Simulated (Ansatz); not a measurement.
Cu (omega (AlB2-type)): energy against volume

All numbers below come from DFT, revPBE, plane waves (420 eV) with PAW, scalar-relativistic in Ansatz. (PAW data from PBE, frozen cores regenerated.)

The cell is scaled uniformly from the relaxed one, with fractional coordinates and shape fixed. Energies are extrapolated to zero smearing, pressures are those at the given smearing. Magnetic state: spin not included.

A Birch-Murnaghan fit gives V₀ = 12.50 Å³/atom, B₀ = 122 GPa, B₀′ = 5.1.

**Question.** What are the energy above the minimum and the pressure at 11.001 Å³/atom?

**Answer.** 88.7 meV/atom and 21.62 GPa as computed.

**Question.** What are the energy above the minimum and the pressure at 11.501 Å³/atom?

**Answer.** 36.0 meV/atom and 12.60 GPa as computed.

**Question.** What are the energy above the minimum and the pressure at 14.001 Å³/atom?

**Answer.** 54.8 meV/atom and -10.38 GPa as computed.
